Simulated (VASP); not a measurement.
# Cu (Fm-3m) in VASP: a series of runs

One crystal, Cu, is run at these levels: PBE; tasks: relaxation of cell and atoms.

Program: VASP 6.6.1. These are calculated values, not measurements. Logs are shortened: lines on timing, memory, paths and dates and some standing lists are left out, and cuts for length are marked.

### 1 Starting point

It takes space group Fm-3m (No. 225, cubic). Conventional cell: a = 3.615 Å, b = 3.615 Å, c = 3.615 Å, α = 90.00°, β = 90.00°, γ = 90.00°. Cu (site symmetry m-3m) is surrounded by 12 Cu at 2.56 Å.

### 2 Relaxation of cell and atoms, PBE

File INCAR:

```
PREC = Accurate ; ENCUT = 520
EDIFF = 1E-7 ; ISMEAR = 0
SIGMA = 1.0 ; LREAL = False
LASPH = True ; NELM = 60
ALGO = Normal ; ISIF = 3
LWAVE = False ; LCHARG = False
GGA = PE ; IBRION = 2
NSW = 80 ; EDIFFG = -0.002
```

File KPOINTS:

```
Automatic mesh
0
Gamma
  20 20 20
```

File POSCAR:

```
Cu
1.0
    0.0000000000      1.8075000000      1.8075000000
    1.8075000000      0.0000000000      1.8075000000
    1.8075000000      1.8075000000      0.0000000000
Cu
1
Direct
    0.0000000000      0.0000000000      0.0000000000
```

Potentials or basis: VASP PAW PBE potentials, release 64 (Cu).

Command:

```console
> cat potpaw_PBE.64/Cu/POTCAR > POTCAR
> mpirun -np 1 vasp_std > vasp.out
```

OUTCAR:

```text
PREC = Accurate
   ENCUT = 520
   EDIFF = 1E-7
   ISMEAR = 0
   LREAL = False
   LASPH = True
   NELM = 60
   ISIF = 3
   GGA = PE
   IBRION = 2
   NSW = 80
   EDIFFG = -0.002

 ion  position               nearest neighbor table
   1  0.000  0.000  0.000-

  LATTYP: Found a face centered cubic cell.
 ALAT       =     3.6150000000

  Lattice vectors:

 A1 = (   0.0000000000,   1.8075000000,   1.8075000000)
 A2 = (   1.8075000000,   0.0000000000,   1.8075000000)
 A3 = (   1.8075000000,   1.8075000000,   0.0000000000)

Analysis of symmetry for initial positions (statically):
=====================================================================
 Subroutine PRICEL returns:
 Original cell was already a primitive cell.

 Routine SETGRP: Setting up the symmetry group for a
 face centered cubic supercell.

 Subroutine GETGRP returns: Found 48 space group operations
 (whereof 48 operations were pure point group operations)
 out of a pool of 48 trial point group operations.

The static configuration has the point symmetry O_h .

Analysis of symmetry for dynamics (positions and initial velocities):
=====================================================================
 Subroutine PRICEL returns:
 Original cell was already a primitive cell.

 Routine SETGRP: Setting up the symmetry group for a
 face centered cubic supercell.

 Subroutine GETGRP returns: Found 48 space group operations
 (whereof 48 operations were pure point group operations)
 out of a pool of 48 trial point group operations.

The dynamic configuration has the point symmetry O_h .

 Subroutine INISYM returns: Found 48 space group operations
 (whereof 48 operations are pure point group operations),
 and found     1 'primitive' translations

----------------------------------------------------------------------------------------

                                     Primitive cell

  volume of cell :      11.8104

  direct lattice vectors                    reciprocal lattice vectors
     0.000000000  1.807500000  1.807500000    -0.276625173  0.276625173  0.276625173
     1.807500000  0.000000000  1.807500000     0.276625173 -0.276625173  0.276625173
     1.807500000  1.807500000  0.000000000     0.276625173  0.276625173 -0.276625173

  length of vectors
     2.556191014  2.556191014  2.556191014     0.479128854  0.479128854  0.479128854

  position of ions in fractional coordinates (direct lattice)
     0.000000000  0.000000000  0.000000000

  ion indices of the primitive-cell ions
   primitive index   ion index
                 1           1

----------------------------------------------------------------------------------------

 KPOINTS: Automatic mesh

Automatic generation of k-mesh.
 Grid dimensions read from file:
 generate k-points for:   20   20   20

 Generating k-lattice:

  Cartesian coordinates                     Fractional coordinates (reciprocal lattice)
    -0.013831259  0.013831259  0.013831259     0.050000000  0.000000000  0.000000000
     0.013831259 -0.013831259  0.013831259     0.000000000  0.050000000  0.000000000
     0.013831259  0.013831259 -0.013831259     0.000000000  0.000000000  0.050000000

  Length of vectors
     0.023956443  0.023956443  0.023956443

  Shift w.r.t. Gamma in fractional coordinates (k-lattice)
     0.000000000  0.000000000  0.000000000

 Subroutine IBZKPT returns following result:
 ===========================================

 Found    256 irreducible k-points:

 Following reciprocal coordinates:
            Coordinates               Weight
  0.000000  0.000000  0.000000      1.000000
  0.050000  0.000000  0.000000      8.000000
  0.100000  0.000000  0.000000      8.000000
  0.150000  0.000000  0.000000      8.000000
  0.200000  0.000000  0.000000      8.000000
  0.250000  0.000000  0.000000      8.000000
[... 16 lines left out ...]
 -0.400000  0.050000  0.000000     24.000000
 -0.350000  0.050000  0.000000     24.000000
 [... further k-points ...]
   k-points           NKPTS =    256   k-points in BZ     NKDIM =    256   number of bands    NBANDS=      9
   number of dos      NEDOS =    301   number of ions     NIONS =      1
   total plane-waves  NPLWV =   8000
   dimension x,y,z NGX =    20 NGY =   20 NGZ =   20
   dimension x,y,z NGXF=    40 NGYF=   40 NGZF=   40
   ions per type =               1
   NGX,Y,Z   is equivalent  to a cutoff of  13.01, 13.01, 13.01 a.u.
   NGXF,Y,Z  is equivalent  to a cutoff of  26.01, 26.01, 26.01 a.u.
 SYSTEM =  unknown system
   PREC   = accura    normal or accurate (medium, high low for compatibility)
   ISTART =      0    job   : 0-new  1-cont  2-samecut
   ICHARG =      2    charge: 1-file 2-atom 10-const
   ISPIN  =      1    spin polarized calculation?
   LNONCOLLINEAR =      F non collinear calculations
   LSORBIT =      F    spin-orbit coupling
   LASPH  =      T    aspherical Exc in radial PAW
   ENCUT  =  520.0 eV  38.22 Ry    6.18 a.u.   4.75  4.75  4.75*2*pi/ulx,y,z
   NELM   =     60;   NELMIN=  2; NELMDL= -5     # of ELM steps
   EDIFF  = 0.1E-06   stopping-criterion for ELM
   LREAL  =      F    real-space projection
   EDIFFG = -.2E-02   stopping-criterion for IOM
   NSW    =     80    number of steps for IOM
   IBRION =      2    ionic relax: 0-MD 1-quasi-New 2-CG
   NFREE  =      1    steps in history (QN), initial steepest desc. (CG)
   ISIF   =      3    stress and relaxation
   ISYM   =      2    0-nonsym 1-usesym 2-fastsym
   POTIM  = 0.5000    time-step for ionic-motion
   TEBEG  =    0.0;   TEEND  =   0.0 temperature during run
   PSTRESS=    0.0 pullay stress
   NELECT =      11.0000    total number of electrons
   NUPDOWN=      -1.0000    fix difference up-down
   EMIN   =  10.00;   EMAX   =-10.00  energy-range for DOS
   EFERMI =   0.00;   METHOD = LEGACY
   ISMEAR =     0;   SIGMA  =   1.00  broadening in eV -4-tet -1-fermi 0-gaus
   EFERMI_NEDOS =   21; number of points for ismear=-14 and -15
   IALGO  =     38    algorithm
   IMIX   =      4    mixing-type and parameters
     AMIX     =   0.40;   BMIX     =  1.00
     AMIX_MAG =   1.60;   BMIX_MAG =  1.00
  volume/ion in A,a.u.               =      11.81        79.70
  Fermi-wavevector in a.u.,A,eV,Ry     =   1.598763  3.021224 34.777078  2.556043
  Thomas-Fermi vector in A             =   2.696162
   LORBIT       =      0    0 simple, 1 ext, 2 COOP (PROOUT), +10 PAW based schemes
   GGA     = PE    functional components
   LHFCALC =     F    Hartree Fock is set to
   AEXX    =    0.0000 exact exchange contribution
   IVDW    =     0    specifies the selected vdW correction
   LEPSILON=     F    determine dielectric tensor
   LRPA    =     F    only Hartree local field effects (RPA)
 conjugate gradient relaxation of ions
 non-spin polarized calculation
 Gauss-broadening in eV      SIGMA  =   1.00
  energy-cutoff  :      520.00
  volume of cell :       11.81
 maximum number of plane-waves:       332
   NGX =  9   NGY =  9   NGZ =  9

--------------------------------------- Ionic step        1  -------------------------------------------

 number of electron      11.0000001 magnetization

 Free energy of the ion-electron system (eV)
  ---------------------------------------------------
  ext. energy  EPLUGINS =         0.00000000
  ---------------------------------------------------
  free energy    TOTEN  =        -3.80453861 eV

  energy without entropy =       -3.63250596  energy(sigma->0) =       -3.71852228

------------------------ aborting loop because EDIFF is reached ----------------------------------------

  FORCE on cell =-STRESS in cart. coord.  units (eV):
  Direction    XX          YY          ZZ          XY          YZ          ZX
  --------------------------------------------------------------------------------------
  -------------------------------------------------------------------------------------
  Total        0.2255390      0.2255390      0.2255390     -0.0000000      0.0000000      0.0000000
  in kB       30.5961858     30.5961858     30.5961858     -0.0000000      0.0000000      0.0000000
  external PRESSURE =      30.5961858 kB  Pullay stress =       0.0000000 kB

 VOLUME and BASIS-vectors are now :
 -----------------------------------------------------------------------------
  energy-cutoff  :      520.00
  volume of cell :       11.81
      direct lattice vectors                 reciprocal lattice vectors
     0.000000000  1.807500000  1.807500000    -0.276625173  0.276625173  0.276625173
     1.807500000  0.000000000  1.807500000     0.276625173 -0.276625173  0.276625173
     1.807500000  1.807500000  0.000000000     0.276625173  0.276625173 -0.276625173
[... 36 lines left out ...]
 POSITION                                       TOTAL-FORCE (eV/Angst)
 -----------------------------------------------------------------------------------
      3.65433      1.82717      1.82717         0.000000      0.000000      0.000000
 -----------------------------------------------------------------------------------
    total drift:                               -0.000000     -0.000000     -0.000000

  FREE ENERGIE OF THE ION-ELECTRON SYSTEM (eV)
  ---------------------------------------------------
  free  energy   TOTEN  =        -3.8062321396 eV

  energy  without entropy=       -3.6286022181  energy(sigma->0) =       -3.71741718

--------------------------------------- Ionic step        3  -------------------------------------------

 number of electron      10.9999995 magnetization

 Free energy of the ion-electron system (eV)
  ---------------------------------------------------
  ext. energy  EPLUGINS =         0.00000000
  ---------------------------------------------------
  free energy    TOTEN  =        -3.80688748 eV

  energy without entropy =       -3.63123299  energy(sigma->0) =       -3.71906023

 E-fermi :   7.3899     XC(G=0): -12.6097

 val. band max:        7.3892697418   @ k =   0.5000   0.3000   0.1000
 cond. band min:       7.4105957650   @ k =   0.5000   0.2000   0.0500
 fundamental gap:      0.0213260231
 Fermi energy:         7.3898707267

 k-point     1 :       0.0000    0.0000    0.0000
  band No.  band energies     occupation
      1      -1.8673      2.00000
      2       4.3193      1.99999
      3       4.3193      1.99999
      4       4.3193      1.99999
      5       5.1118      1.99873
      6       5.1118      1.99873
      7      29.7524      0.00000
      8      32.2290      0.00000
      9      32.2290      0.00000

 k-point     2 :       0.0500    0.0000    0.0000
  band No.  band energies     occupation
      1      -1.7774      2.00000
      2       4.3007      1.99999
      3       4.3362      1.99998
      4       4.3362      1.99998
      5       5.1051      1.99877
      6       5.1051      1.99877
      7      29.2316      0.00000
      8      31.0347      0.00000
      9      31.9231      0.00000
[... 253 lines left out ...]
 k-point    24 :      -0.3500    0.0500    0.0000
  band No.  band energies     occupation
      1       1.8899      2.00000
      2       4.3457      1.99998
      3       4.3839      1.99998
      4       4.5397      1.99994
      5       5.4169      1.99473
      6       5.6956      1.98343
      7      14.4690      0.00000
      8      26.8710      0.00000
      9      29.2801      0.00000

 [... further k-points ...]
[... 5 lines left out ...]
  --------------------------------------------------------------------------------------
  -------------------------------------------------------------------------------------
  Total        0.0004604      0.0004604      0.0004604     -0.0000000      0.0000000      0.0000000
  in kB        0.0611541      0.0611541      0.0611541     -0.0000000      0.0000000      0.0000000
  external PRESSURE =       0.0611541 kB  Pullay stress =       0.0000000 kB

 VOLUME and BASIS-vectors are now :
 -----------------------------------------------------------------------------
  energy-cutoff  :      520.00
  volume of cell :       12.06
      direct lattice vectors                 reciprocal lattice vectors
    -0.000000000  1.820255601  1.820255601    -0.274686698  0.274686698  0.274686698
     1.820255601 -0.000000000  1.820255601     0.274686698 -0.274686698  0.274686698
     1.820255601  1.820255601 -0.000000000     0.274686698  0.274686698 -0.274686698

 POSITION                                       TOTAL-FORCE (eV/Angst)
 -----------------------------------------------------------------------------------
     -0.00000      0.00000      0.00000        -0.000000      0.000000     -0.000000
 -----------------------------------------------------------------------------------
    total drift:                                0.000000      0.000000      0.000000

  FREE ENERGIE OF THE ION-ELECTRON SYSTEM (eV)
  ---------------------------------------------------
  free  energy   TOTEN  =        -3.8068874766 eV

  energy  without entropy=       -3.6312329905  energy(sigma->0) =       -3.71906023

 reached required accuracy - stopping structural energy minimisation
```

Run time: 45 s. Hardware: 1 thread of Intel Xeon Platinum 8488C (Sapphire Rapids), shared host; peak memory 0.15 GiB.

Results:

* Free energy: -3.8069 eV
* Relaxed volume: 12.06 Å³/atom
* Relaxed cell: a = 2.574 Å, b = 2.574 Å, c = 2.574 Å, α = 60.00°, β = 60.00°, γ = 60.00°
* Space group after relaxing (to 0.05 Å): Fm-3m (No. 225)
* Energy gained by relaxing: 2.3 meV/atom
* Ionic steps: 3
* Pressure after relaxing: 0.0 GPa
* Band gap on the k mesh: none (metal or under the smearing width)

Step by step:
```tsv
step	energy change (eV)	largest force (eV/Å)	pressure (GPa)	volume (Å³)
1	0.0000	0.0000	3.06	11.81
2	-0.0017	0.0000	-1.50	12.20
3	-0.0023	0.0000	0.01	12.06
```

Final structure:
```
Cu
1.0
     0.00000    1.82026    1.82026
     1.82026    0.00000    1.82026
     1.82026    1.82026    0.00000
Cu
1
Direct
  0.00000 0.00000 0.00000
```

### 3 Relaxation of cell and atoms, PBE

This run uses another cell than the first one, of 12.06 Å³/atom, 1.021 times its volume.

INCAR is that of step 2.

KPOINTS is that of step 2.

File POSCAR:

```
Cu                                      
1.0
   -0.0000000000      1.8202556014      1.8202556014
    1.8202556014     -0.0000000000      1.8202556014
    1.8202556014      1.8202556014     -0.0000000000
  Cu            
     1
Direct
     0.0000000000000000    0.0000000000000000    0.0000000000000000
```

Potentials or basis: VASP PAW PBE potentials, release 64 (Cu).

Command:

```console
> cat potpaw_PBE.64/Cu/POTCAR > POTCAR
> mpirun -np 1 vasp_std > vasp.out
```

Wall time 24 s (1 thread of Intel Xeon Platinum 8488C (Sapphire Rapids), shared host); peak memory 0.15 GiB.

It converged, with:

```
Free energy                            : -3.8071 eV
Relaxed volume                         : 12.07 Å³/atom
Relaxed cell                           : a = 2.575 Å, b = 2.575 Å, c = 2.575 Å, α = 60.00°, β = 60.00°, γ = 60.00°
Space group after relaxing (to 0.05 Å) : Fm-3m (No. 225)
Energy gained by relaxing              : 0.0 meV/atom
Ionic steps                            : 2
Pressure after relaxing                : 0.0 GPa
Band gap on the k mesh                 : none (metal or under the smearing width)
```

Final structure:
```yaml
crystal:
  lattice:
    - [0.00000, 1.82063, 1.82063]
    - [1.82063, 0.00000, 1.82063]
    - [1.82063, 1.82063, 0.00000]
  atoms:
    - { symbol: Cu, position: [0.00000, 0.00000, 0.00000] }
```

Levels at points of the mesh, in eV from the Fermi level:
| k point | band 3 | band 4 | band 5 | band 6 | band 7 | band 8 | band 9 |
| --- | --- | --- | --- | --- | --- | --- | --- |
| (0.00, 0.00, 0.00) | -3.07 | -3.07 | -2.28 | -2.28 | 22.36 | 24.83 | 24.83 |
| (0.50, 0.00, 0.00) | -3.10 | -1.73 | -1.73 | -1.00 | 3.56 | 20.86 | 21.66 |
| (0.50, 0.50, 0.00) | -1.75 | -1.59 | -1.59 | 1.45 | 6.88 | 12.85 | 12.85 |
